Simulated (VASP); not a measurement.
## ZnS: band structure with PBEsol

**Experimental background.**

From “Electronic, vibrational, and thermodynamic properties of ZnS (zincblende and rocksalt structure)”, 2009, arxiv:0911.5022, for a bulk crystal of ZnS at 19 K: band gap 3.85 eV (direct).

The system is ZnS.

```
CELL_PARAMETERS angstrom
0.00000 2.70200 2.70200
2.70200 0.00000 2.70200
2.70200 2.70200 0.00000
ATOMIC_POSITIONS crystal
Zn 0.75000 0.75000 0.75000
S 0.00000 0.00000 0.00000
```

```yaml
Program: VASP 6.6.1
Task: band structure
Functional: PBEsol
Potentials_or_basis: VASP PAW PBE potentials, release 64 (Zn, S)
Cutoff: 520 eV
k_mesh: 9 × 9 × 9
Occupations: fermi-dirac, width 0.05 eV
Spin: no spin polarisation
Further_INCAR_settings: ALGO = Fast; EDIFF = 1e-07
```

| Item | Value |
| --- | --- |
| Band gap on the k mesh | 1.98 eV, direct |
| Band gap along the path | 1.98 eV, direct |

Levels at the corners of the path, in eV from the valence-band top:
```csv
point,band 7,band 8,band 9,band 10,band 11,band 12
Γ,0.00,0.00,0.00,1.98,6.31,6.31
X,-4.61,-2.25,-2.25,3.24,3.97,10.83
X,-4.61,-2.25,-2.25,3.24,3.97,10.83
W,-4.64,-2.80,-2.76,5.57,6.00,7.75
W,-4.64,-2.80,-2.76,5.57,6.00,7.75
K,-4.67,-3.17,-1.83,3.99,5.88,9.26
K,-4.67,-3.17,-1.83,3.99,5.88,9.26
Γ,0.00,0.00,0.00,1.98,6.31,6.31
Γ,0.00,0.00,0.00,1.98,6.31,6.31
L,-5.36,-0.88,-0.88,3.19,6.83,6.83
L,-5.36,-0.88,-0.88,3.19,6.83,6.83
U,-4.67,-3.17,-1.83,3.99,5.88,9.26
U,-4.67,-3.17,-1.83,3.99,5.88,9.26
W,-4.64,-2.80,-2.76,5.57,6.00,7.75
W,-4.64,-2.80,-2.76,5.57,6.00,7.75
L,-5.36,-0.88,-0.88,3.19,6.83,6.83
L,-5.36,-0.88,-0.88,3.19,6.83,6.83
K,-4.67,-3.17,-1.83,3.99,5.88,9.26
U,-4.67,-3.17,-1.83,3.99,5.88,9.27
X,-4.61,-2.25,-2.25,3.24,3.97,10.84
```

Run time: 37 s on 1 thread of Intel(R) Xeon(R) 6975P-C (Granite Rapids) (shared host), peak memory 0.2 GiB.

Against the measured gap of ZnS, 3.85 eV (direct; 19 K; quoted in “Electronic, vibrational, and thermodynamic properties of ZnS (zincblende and rocksalt structure)”, 2009, arxiv:0911.5022), the calculated 1.98 eV is off by -1.87 eV. The value is that of PBEsol, without temperature or zero-point motion. Semilocal functionals fall short of measured gaps as a rule.

Caveat: the log is that of the step along the path at fixed density, whose energy, stress, charges and moments have no meaning.
